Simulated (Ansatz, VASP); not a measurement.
Given: the input of a run of VASP 6.6.1 on GaSb.

Contents of INCAR:

```
SYSTEM = GaSb
ALGO = Fast
EDIFF = 1E-7
ENCUT = 520
GGA = PE
ISIF = 2
ISMEAR = 0
LASPH = .True.
LCHARG = .True.
LELF = .True.
LREAL = .False.
LVHAR = .True.
LWAVE = .False.
NELM = 60
PREC = Accurate
SIGMA = 0.028999999999999998
```

KPOINTS

```
k-points
0
Gamma
  8 8 8
  0 0 0
```

POSCAR

```
GaSb
1.0
    0.0000000000      3.0590000000      3.0590000000
    3.0590000000      0.0000000000      3.0590000000
    3.0590000000      3.0590000000      0.0000000000
Sb Ga
1 1
Direct
    0.7500000000      0.7500000000      0.7500000000
    0.0000000000      0.0000000000      0.0000000000
```

Potentials or basis: VASP PAW PBE potentials, release 64 (Sb, Ga_d).

Run with:

```bash
$ cat potpaw_PBE.64/Sb/POTCAR potpaw_PBE.64/Ga_d/POTCAR > POTCAR
$ mpirun -np 1 vasp_std > vasp.out
```

Problem. Set up the same calculation for Ansatz 0.2.0. Potentials there: Ansatz PAW.

Solution. As run (the cutoff follows the program's own potentials):

input.yaml

```yaml
crystal:
  lattice:
    - [0.0, 3.059, 3.059]
    - [3.059, 0.0, 3.059]
    - [3.059, 3.059, 0.0]
  atoms:
    - { symbol: Sb, position: [0.75, 0.75, 0.75] }
    - { symbol: Ga, position: [0.0, 0.0, 0.0] }
hamiltonian:
  xc: pbe
  pseudopotentials: { kind: paw }
kpoints:
  mp_grid: { grid: [8, 8, 8] }
scf:
  occupations: { method: gaussian, width: 0.029 }
output:
  forces: true
  stress: true
  eigenvalues: true
```

Potentials or basis: Ansatz PAW.

Run with:

```console
$ ansatz run input.yaml --threads 2 --pin off --max-ram 5632MiB --backend cpu --events-out ev --progress --plain --runs-dir out
```

Both were run:

|  | VASP | Ansatz | Ansatz less VASP |
| --- | --- | --- | --- |
| gap on the k mesh at the Fermi level (eV) | 0.04 | 0.03 | -0.002 |
| least direct gap on the mesh (eV) | 0.04 | 0.03 | -0.002 |
| pressure (GPa) | 2.4 | 2.3 | -0.07 |

The two sets of potentials don't hold the same shells in valence.

Caveats: spin-orbit coupling is left out, which moves the levels of the heavy elements. A k mesh can miss the band edges.
